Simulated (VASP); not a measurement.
# TiAl3 (Pm-3m) in VASP: notebook, part 2 of 2

VASP 6.6.1. Earlier steps stand in the parts before.

## Step 8: Equation of state, PBEsol, 16.40 Å³/atom (volume scaled by 1.06)

INCAR reads:

```
ALGO     = Normal         # electronic algorithm
EDIFF    = 1E-7           # SCF threshold, eV
ENCUT    = 520            # plane-wave cutoff, eV
GGA      = PS             # functional
ISIF     = 2              # what is computed and relaxed
ISMEAR   = -1             # smearing method
LASPH    = T              # aspherical terms in the spheres
LCHARG   = F              # write CHGCAR
LREAL    = F              # projectors in reciprocal space
LWAVE    = F              # write WAVECAR
NBANDS   = 18             # bands
NELM     = 80             # most SCF steps
PREC     = Accurate       # precision mode
SIGMA    = 0.05           # smearing width, eV
```

KPOINTS reads:

```
k-points
0
Gamma
  7 7 7
```

POSCAR reads:

```
TiAl3
1.0
    4.0332531278      0.0000000000      0.0000000000
    0.0000000000      4.0332531278      0.0000000000
    0.0000000000      0.0000000000      4.0332531278
Ti Al
1 3
Direct
    0.0000000000      0.0000000000      0.0000000000
    0.0000000000      0.5000000000      0.5000000000
    0.5000000000      0.0000000000      0.5000000000
    0.5000000000      0.5000000000      0.0000000000
```

Command:

```bash
> cat potpaw_PBE.64/Ti_sv/POTCAR potpaw_PBE.64/Al/POTCAR > POTCAR
> mpirun -np 1 vasp_std > vasp.out
```

Wall time 22 s (1 thread of Intel Xeon Platinum 8259CL at 2.50GHz (Skylake/Cascade Lake), shared host); peak memory 0.17 GiB.

Results (log left out):

```yaml
Free_energy: -22.0526 eV
Pressure: -6.2 GPa
Band_gap_on_the_k_mesh: none (metal or under the smearing width)
```

Caveat: the PAW data sets were made with another functional, which shifts forces and pressure a little.

## Step 9: Single point, PBEsol (atoms moved at random, drawn with an rms of 0.05 Å)

Changes to INCAR since step 8:

```diff
@@ -7,4 +7,6 @@
 LASPH    = T              # aspherical terms in the spheres
-LCHARG   = F              # write CHGCAR
+LCHARG   = T              # write CHGCAR
+LELF     = T              # ELF
 LREAL    = F              # projectors in reciprocal space
+LVHAR    = T            
 LWAVE    = F              # write WAVECAR
```

KPOINTS is that of step 8.

POSCAR reads:

```
TiAl3
1.0
    3.9556712500      0.0000000000      0.0000000000
    0.0000000000      3.9556712500      0.0000000000
    0.0000000000      0.0000000000      3.9556712500
Ti Al
1 3
Direct
   -0.0002500000     -0.0129780000      0.0046920000
    0.0011090000      0.5074710000      0.5093790000
    0.5091560000     -0.0104980000      0.5058130000
    0.5053880000      0.5059400000     -0.0011050000
```

Potentials or basis: VASP PAW PBE potentials, release 64 (Ti_sv, Al).

Command:

```bash
> cat potpaw_PBE.64/Ti_sv/POTCAR potpaw_PBE.64/Al/POTCAR > POTCAR
> mpirun -np 1 vasp_std > vasp.out
```

It took 2.8 min on 1 thread of Intel Xeon Platinum 8259CL at 2.50GHz (Skylake/Cascade Lake), shared host; peak memory 0.3 GiB.

It converged, with:

```
Free energy            : -22.0830 eV
Pressure               : -0.1 GPa
Largest force          : 0.702 eV/Å
Band gap on the k mesh : none (metal or under the smearing width)
```

Forces in eV/Å, atoms in the order of the input:
```
Ti   0.252  0.651  0.075
Al   0.142 -0.545 -0.205
Al  -0.254  0.394 -0.097
Al  -0.140 -0.499  0.227
```

Levels at points of the mesh, in eV from the Fermi level:
| k point | band 8 | band 9 | band 10 | band 11 | band 12 | band 13 |
| --- | --- | --- | --- | --- | --- | --- |
| (0.00, 0.00, 0.00) | -2.25 | -2.24 | -2.21 | 0.08 | 0.10 | 0.10 |

Caveat: the PAW data sets were made with another functional, which shifts forces and pressure a little.

## Step 10: Equation of state, PBEsol

No new run: the results of the series are fitted here.

Results:

```
Equilibrium volume                      : 15.41 Å³/atom
Bulk modulus                            : 111 GPa
Pressure derivative of the bulk modulus : 4.1
```

Energy against volume, from the lowest point:
| volume (Å³/atom) | energy (meV/atom) |
| --- | --- |
| 14.545 | 18.45 |
| 14.855 | 7.27 |
| 15.164 | 1.29 |
| 15.474 | 0.00 |
| 15.783 | 2.95 |
| 16.093 | 9.73 |
| 16.402 | 19.95 |

Caveat: the PAW data sets were made with another functional, which shifts forces and pressure a little.

## Step 11: Single point, PBE

INCAR reads:

```
  PREC = Accurate
  ENCUT = 520
  EDIFF = 1E-7
  ISMEAR = -1
  SIGMA = 0.05
  LREAL = False
  LASPH = True
  NELM = 60
  ALGO = Normal
  ISIF = 2
  LWAVE = False
  LCHARG = False
  GGA = PE
  NBANDS = 18
```

KPOINTS reads:

```
regular mesh
0
Gamma
  7 7 7
```

POSCAR reads:

```
TiAl3
1.0
    3.9556712500      0.0000000000      0.0000000000
    0.0000000000      3.9556712500      0.0000000000
    0.0000000000      0.0000000000      3.9556712500
Ti Al
1 3
Direct
    0.0000000000      0.0000000000      0.0000000000
    0.0000000000      0.5000000000      0.5000000000
    0.5000000000      0.0000000000      0.5000000000
    0.5000000000      0.5000000000      0.0000000000
```

Potentials or basis: VASP PAW PBE potentials, release 64 (Ti_sv, Al).

Command:

```bash
> cat potpaw_PBE.64/Ti_sv/POTCAR potpaw_PBE.64/Al/POTCAR > POTCAR
> mpirun -np 1 vasp_std > vasp.out
```

OUTCAR:

```text
PREC = Accurate
   ENCUT = 520
   EDIFF = 1E-7
   ISMEAR = -1
   LREAL = False
   LASPH = True
   NELM = 60
   ISIF = 2
   GGA = PE

 ion  position               nearest neighbor table
   1  0.000  0.000  0.000-   2 2.80   3 2.80   4 2.80   2 2.80   3 2.80   2 2.80   4 2.80   2 2.80
                             3 2.80   4 2.80   3 2.80   4 2.80
   2  0.000  0.500  0.500-   1 2.80   3 2.80   4 2.80   1 2.80   4 2.80   1 2.80   3 2.80   1 2.80
                             3 2.80   4 2.80   4 2.80   3 2.80
   3  0.500  0.000  0.500-   1 2.80   2 2.80   4 2.80   1 2.80   4 2.80   2 2.80   4 2.80   4 2.80
                             1 2.80   2 2.80   1 2.80   2 2.80
   4  0.500  0.500  0.000-   1 2.80   2 2.80   3 2.80   2 2.80   3 2.80   1 2.80   3 2.80   3 2.80
                             1 2.80   2 2.80   2 2.80   1 2.80

  LATTYP: Found a simple cubic cell.
 ALAT       =     3.9556712500

  Lattice vectors:

 A1 = (   3.9556712500,   0.0000000000,   0.0000000000)
 A2 = (   0.0000000000,   3.9556712500,   0.0000000000)
 A3 = (   0.0000000000,   0.0000000000,   3.9556712500)

Analysis of symmetry for initial positions (statically):
[... 175 lines left out ...]
 val. band max:        9.0749303207   @ k =   0.1429   0.1429   0.0000
 cond. band min:       9.2355123545   @ k =   0.4286   0.2857   0.1429
 fundamental gap:      0.1605820338
 Fermi energy:         9.1983826359

 k-point     1 :       0.0000    0.0000    0.0000
  band No.  band energies     occupation
      1     -47.8259      2.00000
      2     -24.1308      2.00000
      3     -24.1308      2.00000
      4     -24.1308      2.00000
      5      -1.7114      2.00000
      6       6.0260      2.00000
[... 397 lines left out ...]
      5       2.8526      2.00000
      6       3.9495      2.00000
[... 10 lines left out ...]
     17      12.0274      0.00000
     18      19.0404      0.00000

------------------------ aborting loop because EDIFF is reached ----------------------------------------

  FORCE on cell =-STRESS in cart. coord.  units (eV):
  Direction    XX          YY          ZZ          XY          YZ          ZX
  --------------------------------------------------------------------------------------
  -------------------------------------------------------------------------------------
  Total        0.7610451      0.7610451      0.7610451     -0.0000000      0.0000000     -0.0000000
  in kB       19.6997363     19.6997363     19.6997363     -0.0000000      0.0000000     -0.0000000
  external PRESSURE =      19.6997363 kB  Pullay stress =       0.0000000 kB

 VOLUME and BASIS-vectors are now :
 -----------------------------------------------------------------------------
  energy-cutoff  :      520.00
  volume of cell :       61.90
      direct lattice vectors                 reciprocal lattice vectors
     3.955671250  0.000000000  0.000000000     0.252801595  0.000000000  0.000000000
     0.000000000  3.955671250  0.000000000     0.000000000  0.252801595  0.000000000
     0.000000000  0.000000000  3.955671250     0.000000000  0.000000000  0.252801595

 POSITION                                       TOTAL-FORCE (eV/Angst)
 -----------------------------------------------------------------------------------
      0.00000      0.00000      0.00000         0.000000      0.000000      0.000000
      0.00000      1.97784      1.97784         0.000000      0.000000      0.000000
      1.97784      0.00000      1.97784         0.000000      0.000000      0.000000
      1.97784      1.97784      0.00000         0.000000      0.000000      0.000000
 -----------------------------------------------------------------------------------
    total drift:                                0.000000     -0.000000      0.000000

  FREE ENERGIE OF THE ION-ELECTRON SYSTEM (eV)
  ---------------------------------------------------
  free  energy   TOTEN  =       -20.5542385560 eV

  energy  without entropy=      -20.5307100905  energy(sigma->0) =      -20.54247432
```

OSZICAR:

```text
N       E                     dE             d eps       ncg     rms          rms(c)
DAV:   1     0.121471375335E+03    0.12147E+03   -0.93657E+03   720   0.108E+03
DAV:   2    -0.140401951550E+02   -0.13551E+03   -0.13146E+03   730   0.287E+02
DAV:   3    -0.223309543165E+02   -0.82908E+01   -0.81181E+01  1096   0.648E+01
DAV:   4    -0.225555360098E+02   -0.22458E+00   -0.22377E+00   924   0.982E+00
DAV:   5    -0.225618029975E+02   -0.62670E-02   -0.62639E-02  1060   0.160E+00    0.112E+01
DAV:   6    -0.215269175553E+02    0.10349E+01   -0.24384E+01   996   0.352E+01    0.780E+00
DAV:   7    -0.206348578546E+02    0.89206E+00   -0.10738E+01   928   0.219E+01    0.330E+00
DAV:   8    -0.206139598008E+02    0.20898E-01   -0.13734E+00   906   0.852E+00    0.189E+00
DAV:   9    -0.205541520380E+02    0.59808E-01   -0.42393E-01   972   0.464E+00    0.244E-01
DAV:  10    -0.205558981178E+02   -0.17461E-02   -0.10388E-02   916   0.660E-01    0.299E-01
DAV:  11    -0.205542749463E+02    0.16232E-02   -0.61048E-03   948   0.490E-01    0.664E-02
DAV:  12    -0.205542397689E+02    0.35177E-04   -0.38946E-04   962   0.130E-01    0.375E-02
DAV:  13    -0.205542402472E+02   -0.47825E-06   -0.52771E-06   802   0.173E-02    0.398E-02
DAV:  14    -0.205542387329E+02    0.15143E-05   -0.71876E-06   956   0.187E-02    0.257E-02
DAV:  15    -0.205542385576E+02    0.17528E-06   -0.16676E-07   688   0.293E-03    0.225E-02
DAV:  16    -0.205542385560E+02    0.15675E-08   -0.37347E-08   460   0.189E-03
   1 F= -.20554239E+02 E0= -.20542474E+02  d E =-.235285E-01
```

Wall time 27 s (1 thread of Intel Xeon Platinum 8375C at 2.90GHz (Ice Lake), shared host); peak memory 0.17 GiB.

What came out:

```
Free energy            : -20.5542 eV
Pressure               : 2.0 GPa
Band gap on the k mesh : none (metal or under the smearing width)
```

Levels at points of the mesh, in eV from the Fermi level:
```csv
k point,band 6,band 7,band 8,band 9,band 10,band 11,band 12,band 13,band 14,band 15
"(0.00, 0.00, 0.00)",-3.17,-3.17,-2.25,-2.25,-2.25,0.08,0.08,0.08,0.65,4.02
```

## Step 12: Single point, PBE (atoms moved at random, drawn with an rms of 0.05 Å)

INCAR reads:

```
PREC     = Accurate       # precision mode
ENCUT    = 520            # plane-wave cutoff, eV
EDIFF    = 1E-7           # SCF threshold, eV
ISMEAR   = -1             # smearing method
SIGMA    = 0.05           # smearing width, eV
LREAL    = False          # projectors in reciprocal space
LASPH    = True           # aspherical terms in the spheres
NELM     = 100            # most SCF steps
ALGO     = Normal         # electronic algorithm
ISIF     = 2              # what is computed and relaxed
LWAVE    = False          # write WAVECAR
LCHARG   = True           # write CHGCAR
GGA      = PE             # functional
LELF     = True           # ELF
LVHAR    = True         
NBANDS   = 18             # bands
```

KPOINTS is that of step 11.

POSCAR reads:

```
TiAl3
1.0
    3.9556712500      0.0000000000      0.0000000000
    0.0000000000      3.9556712500      0.0000000000
    0.0000000000      0.0000000000      3.9556712500
Ti Al
1 3
Direct
   -0.0002500000     -0.0129780000      0.0046920000
    0.0011090000      0.5074710000      0.5093790000
    0.5091560000     -0.0104980000      0.5058130000
    0.5053880000      0.5059400000     -0.0011050000
```

Potentials or basis: VASP PAW PBE potentials, release 64 (Ti_sv, Al).

Command:

```bash
> cat potpaw_PBE.64/Ti_sv/POTCAR potpaw_PBE.64/Al/POTCAR > POTCAR
> mpirun -np 1 vasp_std > vasp.out
```

Run time: 3.2 min. Hardware: 1 thread of Intel Xeon Platinum 8375C at 2.90GHz (Ice Lake), shared host; peak memory 0.31 GiB.

The run converged. Its results:

* Free energy: -20.5037 eV
* Pressure: 2.4 GPa
* Largest force: 0.725 eV/Å
* Band gap on the k mesh: none (metal or under the smearing width)

Forces on the atoms (eV/Å):
```
Ti   0.260  0.672  0.080
Al   0.144 -0.559 -0.208
Al  -0.259  0.398 -0.099
Al  -0.144 -0.511  0.227
```

Levels at points of the mesh, in eV from the Fermi level:
```csv
k point,band 7,band 8,band 9,band 10,band 11,band 12,band 13,band 14
"(0.00, 0.00, 0.00)",-3.18,-2.27,-2.26,-2.23,0.08,0.09,0.09,0.64
```

## Step 13: Equation of state, PBE, 14.55 Å³/atom (volume scaled by 0.94)

INCAR reads:

```
PREC = Accurate
ENCUT = 520
EDIFF = 1E-7
ISMEAR = -1
SIGMA = 0.05
LREAL = False
LASPH = True
NELM = 60
ALGO = Normal
ISIF = 2
LWAVE = False
LCHARG = False
GGA = PE
NBANDS = 18
```

KPOINTS is that of step 12.

POSCAR reads:

```
TiAl3
1.0
    3.8749206071      0.0000000000      0.0000000000
    0.0000000000      3.8749206071      0.0000000000
    0.0000000000      0.0000000000      3.8749206071
Ti Al
1 3
Direct
    0.0000000000      0.0000000000      0.0000000000
    0.0000000000      0.5000000000      0.5000000000
    0.5000000000      0.0000000000      0.5000000000
    0.5000000000      0.5000000000      0.0000000000
```

Command:

```bash
> cat potpaw_PBE.64/Ti_sv/POTCAR potpaw_PBE.64/Al/POTCAR > POTCAR
> mpirun -np 1 vasp_std > vasp.out
```

Run time: 20 s. Hardware: 1 thread of Intel Xeon Platinum 8375C at 2.90GHz (Ice Lake), shared host; peak memory 0.17 GiB.

It converged, with:

```yaml
Free_energy: -20.4192 eV
Pressure: 10.0 GPa
Band_gap_on_the_k_mesh: none (metal or under the smearing width)
```

## Step 14: Equation of state, PBE, 14.85 Å³/atom (volume scaled by 0.96)

INCAR reads:

```
  PREC = Accurate
  ENCUT = 520
  EDIFF = 1E-7
  ISMEAR = -1
  SIGMA = 0.05
  LREAL = F
  LASPH = T
  NELM = 80
  ALGO = Normal
  ISIF = 2
  LWAVE = F
  LCHARG = F
  GGA = PE
  NBANDS = 18
```

KPOINTS is that of step 13.

POSCAR reads:

```
TiAl3
1.0
    3.9022096795      0.0000000000      0.0000000000
    0.0000000000      3.9022096795      0.0000000000
    0.0000000000      0.0000000000      3.9022096795
Ti Al
1 3
Direct
    0.0000000000      0.0000000000      0.0000000000
    0.0000000000      0.5000000000      0.5000000000
    0.5000000000      0.0000000000      0.5000000000
    0.5000000000      0.5000000000      0.0000000000
```

Command:

```bash
> cat potpaw_PBE.64/Ti_sv/POTCAR potpaw_PBE.64/Al/POTCAR > POTCAR
> mpirun -np 1 vasp_std > vasp.out
```

It took 18 s on 1 thread of Intel Xeon Platinum 8375C at 2.90GHz (Ice Lake), shared host; peak memory 0.17 GiB.

Results (log left out):

```yaml
Free_energy: -20.4851 eV
Pressure: 7.1 GPa
Band_gap_on_the_k_mesh: none (metal or under the smearing width)
```

## Step 15: Equation of state, PBE, 15.16 Å³/atom (volume scaled by 0.98)

INCAR reads:

```
PREC = Accurate ; ENCUT = 520
EDIFF = 1E-7 ; ISMEAR = -1
SIGMA = 0.05 ; LREAL = False
LASPH = True ; NELM = 100
ALGO = Normal ; ISIF = 2
LWAVE = False ; LCHARG = False
GGA = PE ; NBANDS = 18
```

KPOINTS reads:

```
Automatic mesh
0
Gamma
  7 7 7
```

POSCAR reads:

```
TiAl3
1.0
    3.9291223209      0.0000000000      0.0000000000
    0.0000000000      3.9291223209      0.0000000000
    0.0000000000      0.0000000000      3.9291223209
Ti Al
1 3
Direct
    0.0000000000      0.0000000000      0.0000000000
    0.0000000000      0.5000000000      0.5000000000
    0.5000000000      0.0000000000      0.5000000000
    0.5000000000      0.5000000000      0.0000000000
```

Potentials or basis: VASP PAW PBE potentials, release 64 (Ti_sv, Al).

Command:

```bash
> cat potpaw_PBE.64/Ti_sv/POTCAR potpaw_PBE.64/Al/POTCAR > POTCAR
> mpirun -np 1 vasp_std > vasp.out
```

It took 22 s on 1 thread of Intel Xeon Platinum 8375C at 2.90GHz (Ice Lake), shared host; peak memory 0.17 GiB.

The run converged. Its results:

```
Free energy            : -20.5294 eV
Pressure               : 4.4 GPa
Band gap on the k mesh : none (metal or under the smearing width)
```

## Step 16: Equation of state, PBE, 15.78 Å³/atom (volume scaled by 1.02)

INCAR reads:

```
ALGO = Normal
EDIFF = 1E-7
ENCUT = 520
GGA = PE
ISIF = 2
ISMEAR = -1
LASPH = True
LCHARG = False
LREAL = False
LWAVE = False
NBANDS = 18
NELM = 60
PREC = Accurate
SIGMA = 0.05
```

KPOINTS reads:

```
k-points
0
Gamma
  7 7 7
```

POSCAR reads:

```
TiAl3
1.0
    3.9818685118      0.0000000000      0.0000000000
    0.0000000000      3.9818685118      0.0000000000
    0.0000000000      0.0000000000      3.9818685118
Ti Al
1 3
Direct
    0.0000000000      0.0000000000      0.0000000000
    0.0000000000      0.5000000000      0.5000000000
    0.5000000000      0.0000000000      0.5000000000
    0.5000000000      0.5000000000      0.0000000000
```

Command:

```bash
> cat potpaw_PBE.64/Ti_sv/POTCAR potpaw_PBE.64/Al/POTCAR > POTCAR
> mpirun -np 1 vasp_std > vasp.out
```

It took 18 s on 1 thread of Intel Xeon Platinum 8375C at 2.90GHz (Ice Lake), shared host; peak memory 0.17 GiB.

It converged, with:

```yaml
Free_energy: -20.5614 eV
Pressure: -0.2 GPa
Band_gap_on_the_k_mesh: none (metal or under the smearing width)
```

## Step 17: Equation of state, PBE, 16.09 Å³/atom (volume scaled by 1.04)

INCAR reads:

```
SYSTEM = TiAl3
ALGO = Normal
EDIFF = 1E-7
ENCUT = 520
GGA = PE
ISIF = 2
ISMEAR = -1
LASPH = .TRUE.
LCHARG = .FALSE.
LREAL = .FALSE.
LWAVE = .FALSE.
NBANDS = 18
NELM = 80
PREC = Accurate
SIGMA = 0.05
```

KPOINTS reads:

```
k-points
0
G
  7 7 7
  0 0 0
```

POSCAR reads:

```
TiAl3
1.0
    4.0077255254      0.0000000000      0.0000000000
    0.0000000000      4.0077255254      0.0000000000
    0.0000000000      0.0000000000      4.0077255254
Ti Al
1 3
Direct
    0.0000000000      0.0000000000      0.0000000000
    0.0000000000      0.5000000000      0.5000000000
    0.5000000000      0.0000000000      0.5000000000
    0.5000000000      0.5000000000      0.0000000000
```

Command:

```bash
> cat potpaw_PBE.64/Ti_sv/POTCAR potpaw_PBE.64/Al/POTCAR > POTCAR
> mpirun -np 1 vasp_std > vasp.out
```

Wall time 23 s (1 thread of Intel Xeon Platinum 8375C at 2.90GHz (Ice Lake), shared host); peak memory 0.17 GiB.

It converged, with:

| Quantity | Value |
| --- | --- |
| Free energy | -20.5527 eV |
| Pressure | -2.1 GPa |
| Band gap on the k mesh | none (metal or under the smearing width) |

## Step 18: Equation of state, PBE, 16.40 Å³/atom (volume scaled by 1.06)

INCAR reads:

```
  ALGO = Normal
  EDIFF = 1E-7
  ENCUT = 520
  GGA = PE
  ISIF = 2
  ISMEAR = -1
  LASPH = T
  LCHARG = F
  LREAL = F
  LWAVE = F
  NBANDS = 18
  NELM = 80
  PREC = Accurate
  SIGMA = 0.05
```

KPOINTS reads:

```
k-points
0
Gamma
  7 7 7
```

POSCAR reads:

```
TiAl3
1.0
    4.0332531278      0.0000000000      0.0000000000
    0.0000000000      4.0332531278      0.0000000000
    0.0000000000      0.0000000000      4.0332531278
Ti Al
1 3
Direct
    0.0000000000      0.0000000000      0.0000000000
    0.0000000000      0.5000000000      0.5000000000
    0.5000000000      0.0000000000      0.5000000000
    0.5000000000      0.5000000000      0.0000000000
```

Potentials or basis: VASP PAW PBE potentials, release 64 (Ti_sv, Al).

Command:

```bash
> cat potpaw_PBE.64/Ti_sv/POTCAR potpaw_PBE.64/Al/POTCAR > POTCAR
> mpirun -np 1 vasp_std > vasp.out
```

It took 19 s on 1 thread of Intel Xeon Platinum 8375C at 2.90GHz (Ice Lake), shared host; peak memory 0.17 GiB.

Results (log left out):

- Free energy: -20.5295 eV
- Pressure: -3.9 GPa
- Band gap on the k mesh: none (metal or under the smearing width)

## Step 19: Equation of state, PBE

No new run: the results of the series are fitted here.

Results:

```
Equilibrium volume                      : 15.76 Å³/atom
Bulk modulus                            : 106 GPa
Pressure derivative of the bulk modulus : 4.1
```

Energy against volume, from the lowest point:
```
volume (Å³/atom)  energy (meV/atom)
          14.545              35.57
          14.855              19.09
          15.164               8.01
          15.474               1.80
          15.783               0.00
          16.093               2.19
          16.402               7.99
```

## Step 20: The runs side by side

```csv
task,level,cell,ladder,gap on the mesh (eV),pressure (GPa),V0 of scaled cells (Å³/atom),B0 (GPa),largest force (eV/Å)
single point,PBEsol,as given,free,none,-0.5,-,-,-
single point,PBEsol,"atoms moved at random, drawn with an rms of 0.05 Å",free,none,-0.1,-,-,0.70
equation of state,PBEsol,as given,free,-,-,15.41,111,-
single point,PBE,as given,-,none,2.0,-,-,-
single point,PBE,"atoms moved at random, drawn with an rms of 0.05 Å",-,none,2.4,-,-,0.72
equation of state,PBE,as given,-,-,-,15.76,106,-
```

Alike in all rows: potentials or basis VASP PAW PBE potentials, release 64 (Ti_sv, Al); no spin polarisation; k mesh 7 × 7 × 7; cutoff (eV) 520; smearing fermi-dirac 0.05 eV.

Caveats: the PAW data sets were made with another functional, which shifts forces and pressure a little (some runs).

Total energies depend on the potentials used, so only differences within one code and one set of settings carry meaning.
